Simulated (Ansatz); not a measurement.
Crystal: Bi2TeSe2 (Skippenite).

```
Bi Te Se
1.0
     2.09150    1.20753    9.71233
    -2.09150    1.20753    9.71233
     0.00000   -2.41506    9.71233
Bi Te Se
2 1 2
Direct
  0.60194 0.60194 0.60194
  0.39806 0.39806 0.39806
  0.00000 0.00000 0.00000
  0.78840 0.78840 0.78840
  0.21160 0.21160 0.21160
```

Base run:

```yaml
Program: Ansatz 0.2.0
Functional: LDA
Potentials_or_basis: Ansatz PAW
Cutoff: 420 eV
Density_cutoff: 1680 eV
k_mesh: 7 × 7 × 7
Occupations: fermi-dirac, width 0.05 eV
Spin: no spin polarisation
```

Its results: band gap on the k mesh 0.39 eV, direct; largest force 1.780 eV/Å.

The run is repeated on the same cell with these changes: functional from LDA to PBE0; k mesh from 7 × 7 × 7 to 4 × 4 × 4. What comes out?

Band gap on the k mesh 1.44 eV, direct; largest force 2.159 eV/Å.

Several settings changed at once, so the effect can't be laid on one alone.

Caveats: some runs use coarse meshes; spin-orbit coupling is left out, which as a rule narrows the gap of such compounds by several tenths of an eV; the PAW data sets come from PBE, with cores solved anew for the run's functional, which leaves a small shift of forces and pressure; forces of over 1 eV/Å show positions far from the minimum, so gaps and moduli don't describe the material at rest.

Not every run made on this cell is shown here.
